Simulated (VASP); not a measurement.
# ZnO (P6_3mc) in VASP: notebook

Aim: see how the results for ZnO move with the level of theory and the settings. Levels: PBE, HSE06, PBE0, r2SCAN. Tasks: band structure.

Program: VASP 6.6.1. These are calculated values, not measurements. Logs are shortened: lines on timing, memory, paths and dates and some standing lists are left out, and cuts for length are marked.

**What was measured.**

From “Electronic structure of alkaline earth and post-transition metal oxides”, 2009, arxiv:0908.1581, for a bulk crystal of ZnO: band gap 3.37 eV.

How close the calculation comes is told below.

### 1 The crystal as given

The structure is hexagonal, space group P6_3mc (No. 186). Conventional cell: a = 3.287 Å, b = 3.287 Å, c = 5.300 Å, α = 90.00°, β = 90.00°, γ = 120.00°. Around Zn (site symmetry 3m) lie 4 O at 2.00 to 2.01 Å. Around O (site symmetry 3m) lie 4 Zn at 2.00 to 2.01 Å.

### 2 Band structure, PBE

The input, INCAR:

```
SYSTEM = ZnO
ALGO     = Normal         ! electronic algorithm
EDIFF    = 1E-6           ! SCF threshold, eV
ENCUT    = 520            ! plane-wave cutoff, eV
GGA      = PE             ! functional
ISIF     = 2              ! what is computed and relaxed
ISMEAR   = 0              ! smearing method
KPAR     = 4            
LASPH    = .TRUE.         ! aspherical terms in the spheres
LCHARG   = .FALSE.        ! write CHGCAR
LREAL    = .FALSE.        ! projectors in reciprocal space
LWAVE    = .FALSE.        ! write WAVECAR
NBANDS   = 26             ! bands
NELM     = 80             ! most SCF steps
PREC     = Accurate       ! precision mode
SIGMA    = 0.03           ! smearing width, eV
```

The input, KPOINTS:

```
k-points
0
G
  6 6 3
  0 0 0
```

The input, POSCAR:

```
ZnO                                     
1.0
    3.2865005524      0.0000000000     -0.0000000000
   -1.6432502762      2.8461929652      0.0000000000
    0.0000000000      0.0000000000      5.3003902123
  Zn              O             
     2     2
Direct
     0.3333333300000021    0.6666666699999979    0.4998270303824426
     0.6666666699999979    0.3333333300000021    0.9998270303824427
     0.6666666699999979    0.3333333300000021    0.3791829696175583
     0.3333333300000021    0.6666666699999979    0.8791829696175583
```

The input, KPOINTS_OPT:

```
explicit points
6
Reciprocal
 0.0000000000  0.0000000000  0.0000000000 1
 0.0000000000  0.0000000000  0.5000000000 1
 0.3333333333  0.3333333333  0.5000000000 1
 0.3333333333  0.3333333333  0.0000000000 1
 0.5000000000  0.0000000000  0.5000000000 1
 0.5000000000  0.0000000000  0.0000000000 1
```

Potentials or basis: VASP PAW PBE potentials, release 64 (Zn, O).

Started as:

```console
$ cat potpaw_PBE.64/Zn/POTCAR potpaw_PBE.64/O/POTCAR > POTCAR
$ mpirun -np 4 vasp_std > vasp.out
```

OUTCAR:

```text
SYSTEM = ZnO
   EDIFF = 1E-6
   ENCUT = 520
   GGA = PE
   ISIF = 2
   ISMEAR = 0
   LASPH = .TRUE.
   LREAL = .FALSE.
   NELM = 80
   PREC = Accurate

 ion  position               nearest neighbor table
   1  0.333  0.667  0.500-   3 2.00   3 2.00   3 2.00   4 2.01
   2  0.667  0.333  1.000-   4 2.00   4 2.00   4 2.00   3 2.01
   3  0.667  0.333  0.379-   1 2.00   1 2.00   1 2.00   2 2.01
   4  0.333  0.667  0.879-   2 2.00   2 2.00   2 2.00   1 2.01

  LATTYP: Found a hexagonal cell.
 ALAT       =     3.2865005524
 C/A-ratio  =     1.6127763035

  Lattice vectors:

 A1 = (   3.2865005524,   0.0000000000,   0.0000000000)
 A2 = (  -1.6432502762,   2.8461929652,   0.0000000000)
 A3 = (   0.0000000000,   0.0000000000,   5.3003902123)

Analysis of symmetry for initial positions (statically):
=====================================================================
 Subroutine PRICEL returns:
 Original cell was already a primitive cell.

 Routine SETGRP: Setting up the symmetry group for a
 hexagonal supercell.

 Subroutine GETGRP returns: Found 12 space group operations
 (whereof  6 operations were pure point group operations)
 out of a pool of 24 trial point group operations.

The static configuration has the point symmetry C_3v.
 The point group associated with its full space group is C_6v.

Analysis of symmetry for dynamics (positions and initial velocities):
=====================================================================
 Subroutine PRICEL returns:
 Original cell was already a primitive cell.

 Routine SETGRP: Setting up the symmetry group for a
 hexagonal supercell.

 Subroutine GETGRP returns: Found 12 space group operations
 (whereof  6 operations were pure point group operations)
 out of a pool of 24 trial point group operations.

The dynamic configuration has the point symmetry C_3v.
 The point group associated with its full space group is C_6v.

 Subroutine INISYM returns: Found 12 space group operations
 (whereof  6 operations are pure point group operations),
 and found     1 'primitive' translations

----------------------------------------------------------------------------------------

                                     Primitive cell

  volume of cell :      49.5799

  direct lattice vectors                    reciprocal lattice vectors
     3.286500552  0.000000000  0.000000000     0.304275014  0.175673261  0.000000000
    -1.643250276  2.846192965  0.000000000     0.000000000  0.351346522  0.000000000
     0.000000000  0.000000000  5.300390212     0.000000000  0.000000000  0.188665355

  length of vectors
     3.286500552  3.286500550  5.300390212     0.351346522  0.351346522  0.188665355

  position of ions in fractional coordinates (direct lattice)
     0.333333330  0.666666670  0.499827030
     0.666666670  0.333333330  0.999827030
     0.666666670  0.333333330  0.379182970
     0.333333330  0.666666670  0.879182970

  ion indices of the primitive-cell ions
   primitive index   ion index
                 1           1
                 2           2
                 3           3
                 4           4

----------------------------------------------------------------------------------------

 KPOINTS: k-points

Automatic generation of k-mesh.
 Grid dimensions read from file:
 generate k-points for:    6    6    3

 Generating k-lattice:

  Cartesian coordinates                     Fractional coordinates (reciprocal lattice)
     0.050712502  0.029278877  0.000000000     0.166666667  0.000000000  0.000000000
     0.000000000  0.058557754  0.000000000     0.000000000  0.166666667  0.000000000
     0.000000000  0.000000000  0.062888452     0.000000000  0.000000000  0.333333333

  Length of vectors
     0.058557754  0.058557754  0.062888452

  Shift w.r.t. Gamma in fractional coordinates (k-lattice)
     0.000000000  0.000000000  0.000000000

 Subroutine IBZKPT returns following result:
 ===========================================

 Found     14 irreducible k-points:

 Following reciprocal coordinates:
            Coordinates               Weight
  0.000000  0.000000  0.000000      1.000000
  0.166667  0.000000  0.000000      6.000000
  0.333333  0.000000  0.000000      6.000000
  0.500000  0.000000  0.000000      3.000000
  0.166667  0.166667  0.000000      6.000000
  0.333333  0.166667  0.000000     12.000000
  0.333333  0.333333  0.000000      2.000000
  0.000000  0.000000  0.333333      2.000000
  0.166667  0.000000  0.333333     12.000000
  0.333333  0.000000  0.333333     12.000000
  0.500000  0.000000  0.333333      6.000000
  0.166667  0.166667  0.333333     12.000000
  0.333333  0.166667  0.333333     24.000000
  0.333333  0.333333  0.333333      4.000000
   k-points           NKPTS =     14   k-points in BZ     NKDIM =     14   number of bands    NBANDS=     26
   number of dos      NEDOS =    301   number of ions     NIONS =      4
   total plane-waves  NPLWV =  23040
   dimension x,y,z NGX =    24 NGY =   24 NGZ =   40
   dimension x,y,z NGXF=    48 NGYF=   48 NGZF=   80
   ions per type =               2   2
   NGX,Y,Z   is equivalent  to a cutoff of  12.14, 12.14, 12.55 a.u.
   NGXF,Y,Z  is equivalent  to a cutoff of  24.28, 24.28, 25.09 a.u.
 SYSTEM =  ZnO
   PREC   = accura    normal or accurate (medium, high low for compatibility)
   ISTART =      0    job   : 0-new  1-cont  2-samecut
   ICHARG =      2    charge: 1-file 2-atom 10-const
   ISPIN  =      1    spin polarized calculation?
   LNONCOLLINEAR =      F non collinear calculations
   LSORBIT =      F    spin-orbit coupling
   LASPH  =      T    aspherical Exc in radial PAW
   ENCUT  =  520.0 eV  38.22 Ry    6.18 a.u.   6.11  6.11  9.86*2*pi/ulx,y,z
   NELM   =     80;   NELMIN=  2; NELMDL= -5     # of ELM steps
   EDIFF  = 0.1E-05   stopping-criterion for ELM
   LREAL  =      F    real-space projection
   EDIFFG = 0.1E-04   stopping-criterion for IOM
   NSW    =      0    number of steps for IOM
   IBRION =     -1    ionic relax: 0-MD 1-quasi-New 2-CG
   NFREE  =      0    steps in history (QN), initial steepest desc. (CG)
   ISIF   =      2    stress and relaxation
   ISYM   =      2    0-nonsym 1-usesym 2-fastsym
   POTIM  = 0.5000    time-step for ionic-motion
   TEBEG  =    0.0;   TEEND  =   0.0 temperature during run
   PSTRESS=    0.0 pullay stress
   NELECT =      36.0000    total number of electrons
   NUPDOWN=      -1.0000    fix difference up-down
   EMIN   =  10.00;   EMAX   =-10.00  energy-range for DOS
   EFERMI =   0.00;   METHOD = LEGACY
   ISMEAR =     0;   SIGMA  =   0.03  broadening in eV -4-tet -1-fermi 0-gaus
   EFERMI_NEDOS =   21; number of points for ismear=-14 and -15
   IALGO  =     38    algorithm
   IMIX   =      4    mixing-type and parameters
     AMIX     =   0.40;   BMIX     =  1.00
     AMIX_MAG =   1.60;   BMIX_MAG =  1.00
  volume/ion in A,a.u.               =      12.39        83.65
  Fermi-wavevector in a.u.,A,eV,Ry     =   1.471433  2.780604 29.458162  2.165114
  Thomas-Fermi vector in A             =   2.586569
   LORBIT       =      0    0 simple, 1 ext, 2 COOP (PROOUT), +10 PAW based schemes
   GGA     = PE    functional components
   LHFCALC =     F    Hartree Fock is set to
   AEXX    =    0.0000 exact exchange contribution
   IVDW    =     0    specifies the selected vdW correction
   LEPSILON=     F    determine dielectric tensor
   LRPA    =     F    only Hartree local field effects (RPA)
 non-spin polarized calculation
 Gauss-broadening in eV      SIGMA  =   0.03
  energy-cutoff  :      520.00
  volume of cell :       49.58
 maximum number of plane-waves:      1362
   NGX = 13   NGY = 13   NGZ = 19

 number of electron      36.0000036 magnetization

 Free energy of the ion-electron system (eV)
  ---------------------------------------------------
  ext. energy  EPLUGINS =         0.00000000
  ---------------------------------------------------
  free energy    TOTEN  =       -17.85844279 eV

  energy without entropy =      -17.85844279  energy(sigma->0) =      -17.85844279

 E-fermi :   1.0636     XC(G=0): -10.6948

 val. band max:        0.8494864578   @ k =   0.0000   0.0000   0.0000
 cond. band min:       1.5683437339   @ k =   0.0000   0.0000   0.0000
 fundamental gap:      0.7188572762
 Fermi energy:         1.0636044690

 k-point     1 :       0.0000    0.0000    0.0000
  band No.  band energies     occupation
      1     -16.9253      2.00000
      2     -16.2649      2.00000
      3      -4.6646      2.00000
      4      -4.6646      2.00000
      5      -4.6222      2.00000
      6      -4.4891      2.00000
[... 18 lines left out ...]
     25      14.7343      0.00000
     26      14.7343      0.00000

 k-point     2 :       0.1667    0.0000    0.0000
  band No.  band energies     occupation
      1     -16.7903      2.00000
      2     -16.2070      2.00000
      3      -4.7928      2.00000
      4      -4.5882      2.00000
      5      -4.5625      2.00000
      6      -4.4809      2.00000
[... 18 lines left out ...]
     25      14.6457      0.00000
     26      14.9045      0.00000

 k-point     3 :       0.3333    0.0000    0.0000
  band No.  band energies     occupation
      1     -16.4875      2.00000
      2     -16.1099      2.00000
      3      -4.9173      2.00000
      4      -4.5923      2.00000
      5      -4.4654      2.00000
      6      -4.2624      2.00000
[... 18 lines left out ...]
     25      14.0320      0.00000
     26      14.6601      0.00000

 k-point     4 :       0.5000    0.0000    0.0000
  band No.  band energies     occupation
      1     -16.2963      2.00000
      2     -16.0939      2.00000
      3      -4.8489      2.00000
      4      -4.6281      2.00000
      5      -4.4257      2.00000
      6      -4.0524      2.00000
[... 18 lines left out ...]
     25      13.8435      0.00000
     26      14.7785      0.00000
[... 206 lines left out ...]
      1     -16.4590      2.00000
      2     -16.2386      2.00000
      3      -4.9223      2.00000
      4      -4.8304      2.00000
      5      -4.4659      2.00000
      6      -4.4441      2.00000
[... 18 lines left out ...]
     25      13.3666      0.00000
     26      14.8674      0.00000

 k-point    13 :       0.3333    0.1667    0.3333
  band No.  band energies     occupation
      1     -16.2447      2.00000
      2     -16.1378      2.00000
      3      -4.8539      2.00000
      4      -4.7593      2.00000
      5      -4.3980      2.00000
      6      -4.2470      2.00000
[... 18 lines left out ...]
     25      13.8928      0.00000
     26      15.2049      0.00000

 k-point    14 :       0.3333    0.3333    0.3333
  band No.  band energies     occupation
      1     -16.1394      2.00000
      2     -16.1394      2.00000
      3      -4.5815      2.00000
      4      -4.5642      2.00000
      5      -4.5642      2.00000
      6      -4.2571      2.00000
[... 18 lines left out ...]
     25      14.9650      0.00000
     26      15.8760      0.00000

------------------------ aborting loop because EDIFF is reached ----------------------------------------

  FORCE on cell =-STRESS in cart. coord.  units (eV):
  Direction    XX          YY          ZZ          XY          YZ          ZX
  --------------------------------------------------------------------------------------
  -------------------------------------------------------------------------------------
  Total        0.0401836      0.0401836      0.0561632      0.0000000      0.0000000     -0.0000000
  in kB        1.2985334      1.2985334      1.8149169      0.0000000      0.0000000     -0.0000000
  external PRESSURE =       1.4706612 kB  Pullay stress =       0.0000000 kB

 VOLUME and BASIS-vectors are now :
 -----------------------------------------------------------------------------
  energy-cutoff  :      520.00
  volume of cell :       49.58
      direct lattice vectors                 reciprocal lattice vectors
     3.286500552  0.000000000  0.000000000     0.304275014  0.175673261  0.000000000
    -1.643250276  2.846192965  0.000000000     0.000000000  0.351346522  0.000000000
     0.000000000  0.000000000  5.300390212     0.000000000  0.000000000  0.188665355

 POSITION                                       TOTAL-FORCE (eV/Angst)
 -----------------------------------------------------------------------------------
     -0.00000      1.89746      2.64928         0.000000      0.000000      0.002009
      1.64325      0.94873      5.29947        -0.000000     -0.000000      0.002009
      1.64325      0.94873      2.00982         0.000000     -0.000000     -0.002009
     -0.00000      1.89746      4.66001         0.000000      0.000000     -0.002009
 -----------------------------------------------------------------------------------
    total drift:                                0.000003     -0.000004     -0.000860

  FREE ENERGIE OF THE ION-ELECTRON SYSTEM (eV)
  ---------------------------------------------------
  free  energy   TOTEN  =       -17.8584427872 eV

  energy  without entropy=      -17.8584427872  energy(sigma->0) =      -17.85844279
```

It took 12 s on 4 MPI ranks of Intel Xeon Platinum 8488C (Sapphire Rapids), shared host; peak memory 0.16 GiB.

What came out:

```yaml
Free_energy: -17.8584 eV
Pressure: 0.1 GPa
Band_gap_on_the_k_mesh: 0.72 eV, direct
Band_gap_along_the_path: 0.72 eV, direct
```

Forces in eV/Å, atoms in the order of the input:
```
Zn   0.000  0.000  0.002
Zn   0.000  0.000  0.002
O    0.000  0.000 -0.002
O    0.000  0.000 -0.002
```

### 3 Band structure, HSE06

POSCAR is that of step 2.

The input, INCAR.step1:

```
SYSTEM = ZnO
ALGO     = Normal         ! electronic algorithm
EDIFF    = 1E-5           ! SCF threshold, eV
ENCUT    = 520            ! plane-wave cutoff, eV
GGA      = PE             ! functional
ISIF     = 2              ! what is computed and relaxed
ISMEAR   = 0              ! smearing method
KPAR     = 4            
LASPH    = .TRUE.         ! aspherical terms in the spheres
LCHARG   = .FALSE.        ! write CHGCAR
LREAL    = .FALSE.        ! projectors in reciprocal space
LWAVE    = .TRUE.         ! write WAVECAR
NBANDS   = 26             ! bands
NELM     = 80             ! most SCF steps
PREC     = Accurate       ! precision mode
SIGMA    = 0.03           ! smearing width, eV
```

The input, INCAR.step2:

```
SYSTEM = ZnO
ALGO     = Normal         ! electronic algorithm
EDIFF    = 1E-6           ! SCF threshold, eV
ENCUT    = 520            ! plane-wave cutoff, eV
GGA      = PE             ! functional
HFSCREEN = 0.2            ! screening, 1/A
ISIF     = 2              ! what is computed and relaxed
ISMEAR   = 0              ! smearing method
ISTART   = 1            
KPAR     = 4            
LASPH    = .TRUE.         ! aspherical terms in the spheres
LCHARG   = .FALSE.        ! write CHGCAR
LHFCALC  = .TRUE.         ! exact exchange
LREAL    = .FALSE.        ! projectors in reciprocal space
LWAVE    = .FALSE.        ! write WAVECAR
NBANDS   = 26             ! bands
NELM     = 80             ! most SCF steps
PREC     = Accurate       ! precision mode
PRECFOCK = Fast         
SIGMA    = 0.03           ! smearing width, eV
```

KPOINTS is that of step 2.

KPOINTS_OPT is that of step 2.

Potentials or basis: VASP PAW PBE potentials, release 64 (Zn, O).

Started as:

```console
$ cat potpaw_PBE.64/Zn/POTCAR potpaw_PBE.64/O/POTCAR > POTCAR
$ cp INCAR.step1 INCAR
$ mpirun -np 4 vasp_std > vasp.out
$ cp INCAR.step2 INCAR
$ mpirun -np 4 vasp_std > vasp.out
```

It took 18 min on 4 MPI ranks of Intel Xeon Platinum 8488C (Sapphire Rapids), shared host; peak memory 0.3 GiB.

The run converged. Its results:

- Free energy: -22.7427 eV
- Pressure: -4.0 GPa
- Largest force: 0.008 eV/Å
- Band gap on the k mesh: 2.40 eV, direct
- Band gap along the path: 2.40 eV, direct

Forces on the atoms (eV/Å):
```
Zn   0.000  0.000 -0.008
Zn   0.000  0.000 -0.008
O    0.000  0.000  0.008
O    0.000  0.000  0.008
```

Stress tensor (GPa, compression positive):
```
-3.91  0.00  0.00
 0.00 -3.91  0.00
 0.00  0.00 -4.16
```

Levels at points of the mesh, in eV from the valence-band top:
```tsv
k point	band 14	band 15	band 16	band 17	band 18	band 19	band 20	band 21	band 22	band 23
(0.00, 0.00, 0.00)	-0.80	-0.80	-0.06	0.00	0.00	2.40	7.04	10.12	14.81	14.81
(0.50, 0.00, 0.00)	-3.64	-2.91	-2.23	-1.33	-0.83	7.59	8.61	9.32	10.51	12.53
```

Caveat: the PAW data sets were made with another functional, which shifts forces and pressure a little.

### 4 Band structure, PBE0

POSCAR is that of step 3.

INCAR.step1 is that of step 3.

INCAR.step2: that of step 3 with these lines changed.

```diff
@@ -1,2 +1,3 @@
 SYSTEM = ZnO
+AEXX     = 0.25           ! exact-exchange fraction
 ALGO     = Normal         ! electronic algorithm
@@ -5,3 +6,3 @@
 GGA      = PE             ! functional
-HFSCREEN = 0.2            ! screening, 1/A
+HFRCUT   = -1           
 ISIF     = 2              ! what is computed and relaxed
```

KPOINTS is that of step 3.

KPOINTS_OPT is that of step 3.

Started as:

```console
$ cat potpaw_PBE.64/Zn/POTCAR potpaw_PBE.64/O/POTCAR > POTCAR
$ cp INCAR.step1 INCAR
$ mpirun -np 4 vasp_std > vasp.out
$ cp INCAR.step2 INCAR
$ mpirun -np 4 vasp_std > vasp.out
```

Run time: 12 min. Hardware: 4 MPI ranks of Intel Xeon Platinum 8488C (Sapphire Rapids), shared host; peak memory 0.2 GiB.

The run converged. Its results:

```
Free energy             : -23.8432 eV
Pressure                : -4.2 GPa
Largest force           : 0.007 eV/Å
Band gap on the k mesh  : 3.06 eV, direct
Band gap along the path : 3.06 eV, direct
```

Forces on the atoms (eV/Å):
```
Zn   0.000  0.000 -0.007
Zn   0.000  0.000 -0.007
O    0.000  0.000  0.007
O    0.000  0.000  0.007
```

Stress tensor (GPa, compression positive):
```
-4.15  0.00  0.00
 0.00 -4.15  0.00
 0.00  0.00 -4.39
```

Levels at points of the mesh, in eV from the valence-band top:
| k point | band 15 | band 16 | band 17 | band 18 | band 19 | band 20 | band 21 | band 22 |
| --- | --- | --- | --- | --- | --- | --- | --- | --- |
| (0.00, 0.00, 0.00) | -0.82 | -0.08 | 0.00 | 0.00 | 3.06 | 7.75 | 10.85 | 15.54 |
| (0.50, 0.00, 0.00) | -2.94 | -2.26 | -1.35 | -0.84 | 8.31 | 9.32 | 10.02 | 11.24 |

Caveat: the PAW data sets were made with another functional, which shifts forces and pressure a little.

[end of part 1 of 2]
